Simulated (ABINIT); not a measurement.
Runs of ABINIT 10.8.3 (patched build) on In. Symmetry: I4/mmm, No. 139, tetragonal system. Conventional cell: a = 3.251 Å, b = 3.251 Å, c = 4.947 Å, α = 90.00°, β = 90.00°, γ = 90.00°. In (site symmetry 4/mmm) has 12 In at 3.25 to 3.38 Å as nearest neighbours. 

```tsv
task	level	potentials or basis	cell	cutoff (eV)	fine-grid cutoff	cell freedom (optcell)	cutoff smearing ecutsm (Ha)	optimiser (ionmov)	force stop (Ha/bohr)	gap on the mesh (eV)	pressure (GPa)	relaxed volume (Å³/atom)
band structure	WC	JTH PAW PBE v2.0	as given	707	1306.15 eV	-	-	-	-	none	-1.4	-
relaxation of cell and atoms	LDA	JTH PAW LDA v2.0	relaxed	599	1197.3 eV	2	0.5	2	0.0002	none	0.0	(a)
band structure	PBEsol	JTH PAW PBE v2.0	as given	707	1306.15 eV	-	-	-	-	none	-1.6	-
relaxation of cell and atoms	PBE+D2	JTH PAW PBE v2.0	relaxed	599	1197.3 eV	2	0.5	2	5e-05	none	0.0	27.79
relaxation of cell and atoms	PBEsol	JTH PAW PBE v2.0	relaxed	599	1197.3 eV	2	0.5	2	0.0002	none	0.0	25.57
band structure	AM05	JTH PAW PBE v2.0	as given	707	1306.15 eV	-	-	-	-	none	-1.4	-
band structure	PW91	JTH PAW PBE v2.0	as given	707	1306.15 eV	-	-	-	-	none	1.4	-
band structure	SCAN	JTH PAW PBE v2.0	as given	707	1306.15 eV	-	-	-	-	none	-	-
band structure	r2SCAN	JTH PAW PBE v2.0	as given	707	1306.15 eV	-	-	-	-	none	-	-
band structure	RPBE	JTH PAW PBE v2.0	as given	707	1306.15 eV	-	-	-	-	none	3.1	-
single point	PBE	JTH PAW PBE v2.0	as given	599	1197.3 eV	-	-	-	-	none	(b)	-
```

Alike in all rows: no spin polarisation; k mesh 11 × 11 × 11; smearing fermi-dirac 0.05 eV.

Fill in the values left out.

(a) 24.56; (b) 2.0.

Caveats: the PAW data sets were made with another functional, which shifts forces and pressure a little (some runs); pairwise dispersion overbinds metals, which lowers pressure and volume (some runs).

A k mesh can miss the band edges, and the runs leave out spin-orbit coupling on In.

A gap of «none» marks a metal or a gap under the smearing width.

Not every run made on this cell is shown here.
